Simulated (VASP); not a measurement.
# WS2 (Tungstenite) (P6_3/mmc) in VASP: notebook

Aim: see how the results for WS2 (Tungstenite) move with the level of theory and the settings. Levels: PBE, RPBE. Tasks: single point.

All numbers are computed with VASP 6.6.1; they aren't measurements. Logs are shortened: lines on timing, memory, paths and dates and some standing lists are left out, and cuts for length are marked.

## (1) The crystal as given

It takes space group P6_3/mmc (No. 194, hexagonal). The conventional cell has a = 3.222 Å, b = 3.222 Å, c = 12.664 Å, α = 90.00°, β = 90.00°, γ = 120.00°. W (site symmetry -6m2) is surrounded by 6 S at 2.44 Å. Around S (site symmetry 3m) lie 3 W at 2.44 Å.

## (2) Single point, PBE

Input file INCAR:

```
SYSTEM = WS2
  PREC = Accurate
  ENCUT = 520
  EDIFF = 1E-6
  ISMEAR = -1
  SIGMA = 0.05
  LREAL = .False.
  LASPH = .True.
  NELM = 100
  ALGO = Normal
  ISIF = 2
  LWAVE = .False.
  LCHARG = .False.
  GGA = PE
  NBANDS = 35
```

Input file KPOINTS:

```
regular mesh
0
Gamma
  10 10 3
  0 0 0
```

Input file POSCAR:

```
WS2
1.0
    3.2218469041      0.0000000000      0.0000000000
   -1.6109234521      2.7902012661      0.0000000000
    0.0000000000      0.0000000000     12.6644925478
W S
2 4
Direct
    0.6666666667      0.3333333333      0.7500000000
    0.3333333333      0.6666666667      0.2500000000
    0.6666666667      0.3333333333      0.3750000000
    0.3333333333      0.6666666667      0.8750000000
    0.6666666667      0.3333333333      0.1250000000
    0.3333333333      0.6666666667      0.6250000000
```

Potentials or basis: VASP PAW PBE potentials, release 64 (W_sv, S).

Started as:

```bash
$ cat potpaw_PBE.64/W_sv/POTCAR potpaw_PBE.64/S/POTCAR > POTCAR
$ mpirun -np 1 vasp_std > vasp.out
```

OUTCAR:

```text
SYSTEM = WS2
   PREC = Accurate
   ENCUT = 520
   EDIFF = 1E-6
   ISMEAR = -1
   LREAL = .False.
   LASPH = .True.
   NELM = 100
   ISIF = 2
   GGA = PE

 ion  position               nearest neighbor table
   1  0.667  0.333  0.750-   4 2.44   6 2.44   4 2.44   6 2.44   4 2.44   6 2.44
   2  0.333  0.667  0.250-   3 2.44   5 2.44   3 2.44   5 2.44   3 2.44   5 2.44
   3  0.667  0.333  0.375-   2 2.44   2 2.44   2 2.44
   4  0.333  0.667  0.875-   1 2.44   1 2.44   1 2.44
   5  0.667  0.333  0.125-   2 2.44   2 2.44   2 2.44
   6  0.333  0.667  0.625-   1 2.44   1 2.44   1 2.44

  LATTYP: Found a hexagonal cell.
 ALAT       =     3.2218469041
 C/A-ratio  =     3.9308176101

  Lattice vectors:

 A1 = (   3.2218469041,   0.0000000000,   0.0000000000)
 A2 = (  -1.6109234521,   2.7902012661,   0.0000000000)
 A3 = (   0.0000000000,   0.0000000000,  12.6644925478)

Analysis of symmetry for initial positions (statically):
=====================================================================
 Subroutine PRICEL returns:
 Original cell was already a primitive cell.

 Routine SETGRP: Setting up the symmetry group for a
 hexagonal supercell.

 Subroutine GETGRP returns: Found 24 space group operations
 (whereof 12 operations were pure point group operations)
 out of a pool of 24 trial point group operations.

The static configuration has the point symmetry D_3d.
 The point group associated with its full space group is D_6h.

Analysis of symmetry for dynamics (positions and initial velocities):
=====================================================================
 Subroutine PRICEL returns:
 Original cell was already a primitive cell.

 Routine SETGRP: Setting up the symmetry group for a
 hexagonal supercell.

 Subroutine GETGRP returns: Found 24 space group operations
 (whereof 12 operations were pure point group operations)
 out of a pool of 24 trial point group operations.

The dynamic configuration has the point symmetry D_3d.
 The point group associated with its full space group is D_6h.

 Subroutine INISYM returns: Found 24 space group operations
 (whereof 12 operations are pure point group operations),
 and found     1 'primitive' translations

----------------------------------------------------------------------------------------

                                     Primitive cell

  volume of cell :     113.8487

[... 97 lines left out ...]
   LREAL  =      F    real-space projection
   EDIFFG = 0.1E-04   stopping-criterion for IOM
   NSW    =      0    number of steps for IOM
   IBRION =     -1    ionic relax: 0-MD 1-quasi-New 2-CG
   NFREE  =      0    steps in history (QN), initial steepest desc. (CG)
   ISIF   =      2    stress and relaxation
   ISYM   =      2    0-nonsym 1-usesym 2-fastsym
   POTIM  = 0.5000    time-step for ionic-motion
   TEBEG  =    0.0;   TEEND  =   0.0 temperature during run
   PSTRESS=    0.0 pullay stress
   NELECT =      52.0000    total number of electrons
   NUPDOWN=      -1.0000    fix difference up-down
   EMIN   =  10.00;   EMAX   =-10.00  energy-range for DOS
   EFERMI =   0.00;   METHOD = LEGACY
   ISMEAR =    -1;   SIGMA  =   0.05  broadening in eV -4-tet -1-fermi 0-gaus
   EFERMI_NEDOS =   21; number of points for ismear=-14 and -15
   IALGO  =     38    algorithm
   IMIX   =      4    mixing-type and parameters
     AMIX     =   0.40;   BMIX     =  1.00
     AMIX_MAG =   1.60;   BMIX_MAG =  1.00
  volume/ion in A,a.u.               =      18.97       128.05
  Fermi-wavevector in a.u.,A,eV,Ry     =   1.260762  2.382495 21.626753  1.589522
  Thomas-Fermi vector in A             =   2.394256
   LORBIT       =      0    0 simple, 1 ext, 2 COOP (PROOUT), +10 PAW based schemes
   GGA     = PE    functional components
   LHFCALC =     F    Hartree Fock is set to
   AEXX    =    0.0000 exact exchange contribution
   IVDW    =     0    specifies the selected vdW correction
   LEPSILON=     F    determine dielectric tensor
   LRPA    =     F    only Hartree local field effects (RPA)
 non-spin polarized calculation
  energy-cutoff  :      520.00
  volume of cell :      113.85
 maximum number of plane-waves:      3101
 NGX is ok and might be reduce to    24
   NGX = 11   NGY = 11   NGZ = 47

 number of electron      52.0000012 magnetization

 Free energy of the ion-electron system (eV)
  ---------------------------------------------------
  ext. energy  EPLUGINS =         0.00000000
  ---------------------------------------------------
  free energy    TOTEN  =       -47.26083116 eV

  energy without entropy =      -47.26083082  energy(sigma->0) =      -47.26083099

 E-fermi :   7.1310     XC(G=0): -10.5810

 val. band max:        6.6115487396   @ k =   0.0000   0.0000   0.0000
 cond. band min:       7.7756711165   @ k =   0.2000   0.2000   0.0000
 fundamental gap:      1.1641223769
 Fermi energy:         7.1309899853

 k-point     1 :       0.0000    0.0000    0.0000
  band No.  band energies     occupation
      1     -68.0577      2.00000
      2     -68.0577      2.00000
      3     -32.2528      2.00000
      4     -32.2528      2.00000
      5     -32.1372      2.00000
      6     -32.1372      2.00000
[... 901 lines left out ...]
     34      10.5453      0.00000
     35      11.4723      0.00000

 [... further k-points ...]

------------------------ aborting loop because EDIFF is reached ----------------------------------------

  FORCE on cell =-STRESS in cart. coord.  units (eV):
  Direction    XX          YY          ZZ          XY          YZ          ZX
  --------------------------------------------------------------------------------------
  -------------------------------------------------------------------------------------
  Total       -2.8883163     -2.8883163     -2.0072104      0.0000000      0.0000000      0.0000000
  in kB      -40.6468704    -40.6468704    -28.2471909      0.0000000      0.0000000      0.0000000
  external PRESSURE =     -36.5136439 kB  Pullay stress =       0.0000000 kB

 VOLUME and BASIS-vectors are now :
 -----------------------------------------------------------------------------
  energy-cutoff  :      520.00
  volume of cell :      113.85
      direct lattice vectors                 reciprocal lattice vectors
     3.221846904  0.000000000  0.000000000     0.310380980  0.179198542  0.000000000
    -1.610923452  2.790201266  0.000000000     0.000000000  0.358397085  0.000000000
     0.000000000  0.000000000 12.664492548     0.000000000  0.000000000  0.078960921

 POSITION                                       TOTAL-FORCE (eV/Angst)
 -----------------------------------------------------------------------------------
      1.61092      0.93007      9.49837        -0.000000     -0.000000      0.000000
     -0.00000      1.86013      3.16612         0.000000     -0.000000      0.000000
      1.61092      0.93007      4.74918        -0.000000      0.000000     -0.520628
     -0.00000      1.86013     11.08143        -0.000000     -0.000000     -0.520628
      1.61092      0.93007      1.58306         0.000000      0.000000      0.520628
     -0.00000      1.86013      7.91531         0.000000     -0.000000      0.520628
 -----------------------------------------------------------------------------------
    total drift:                               -0.000000      0.000000     -0.000000

  FREE ENERGIE OF THE ION-ELECTRON SYSTEM (eV)
  ---------------------------------------------------
  free  energy   TOTEN  =       -47.2608311560 eV

  energy  without entropy=      -47.2608308239  energy(sigma->0) =      -47.26083099
```

OSZICAR:

```text
N       E                     dE             d eps       ncg     rms          rms(c)
DAV:   1     0.507573664194E+03    0.50757E+03   -0.28271E+04  2168   0.147E+03
DAV:   2    -0.164887738156E+02   -0.52406E+03   -0.50560E+03  2269   0.400E+02
DAV:   3    -0.493289220646E+02   -0.32840E+02   -0.32152E+02  2410   0.953E+01
DAV:   4    -0.501850474718E+02   -0.85613E+00   -0.85210E+00  2388   0.161E+01
DAV:   5    -0.502035282338E+02   -0.18481E-01   -0.18466E-01  2390   0.250E+00    0.346E+01
DAV:   6    -0.476739553772E+02    0.25296E+01   -0.96475E+00  2243   0.204E+01    0.150E+01
DAV:   7    -0.474184350387E+02    0.25552E+00   -0.28629E+00  2128   0.903E+00    0.655E+00
DAV:   8    -0.472601535723E+02    0.15828E+00   -0.40620E-01  2219   0.440E+00    0.198E+00
DAV:   9    -0.472632338331E+02   -0.30803E-02   -0.52704E-02  2316   0.118E+00    0.103E+00
DAV:  10    -0.472613407250E+02    0.18931E-02   -0.23504E-02  2312   0.994E-01    0.409E-01
DAV:  11    -0.472608277144E+02    0.51301E-03   -0.42036E-03  2166   0.399E-01    0.190E-01
DAV:  12    -0.472607951971E+02    0.32517E-04   -0.18903E-04  2272   0.791E-02    0.602E-02
DAV:  13    -0.472608281346E+02   -0.32938E-04   -0.33036E-05  2133   0.320E-02    0.415E-02
DAV:  14    -0.472608312278E+02   -0.30931E-05   -0.15560E-05  2039   0.219E-02    0.214E-02
DAV:  15    -0.472608311560E+02    0.71729E-07   -0.31862E-06  2040   0.118E-02
   1 F= -.47260831E+02 E0= -.47260831E+02  d E =-.332116E-06
```

stdout:

```text
POSCAR found type information on POSCAR W S
 POSCAR found :  2 types and       6 ions
 scaLAPACK will be used
 LDA part: xc-table for (Slater+PW92), standard interpolation
 POSCAR, INCAR and KPOINTS ok, starting setup
 FFT: planning ... GRIDC
 FFT: planning ... GRID_SOFT
 FFT: planning ... GRID
 WAVECAR not read
 entering main loop
```

Run time: 58 s. Hardware: 1 thread of Intel Xeon Platinum 8375C at 2.90GHz (Ice Lake), shared host; peak memory 0.27 GiB.

What came out:

| Quantity | Value |
| --- | --- |
| Free energy | -47.2608 eV |
| Pressure | -3.7 GPa |
| Largest force | 0.521 eV/Å |
| Band gap on the k mesh | 1.16 eV, indirect (least direct gap 1.98 eV) |

Forces on the atoms (eV/Å):
```
W    0.000  0.000  0.000
W    0.000  0.000  0.000
S    0.000  0.000 -0.521
S    0.000  0.000 -0.521
S    0.000  0.000  0.521
S    0.000  0.000  0.521
```

Stress tensor (GPa, compression positive):
```
-4.06  0.00  0.00
 0.00 -4.06  0.00
 0.00  0.00 -2.82
```

Caveat: spin-orbit coupling is left out, which moves the levels of the heavy elements; an odd mesh through Γ misses points on the zone boundary, where band edges often lie; this functional lacks dispersion, which binds the layers, so the pressure and a relaxed spacing across them are unreliable. A hybrid or GW would open this gap; PBE tends to underestimate it.

(Part 1 of 2 ends here.)
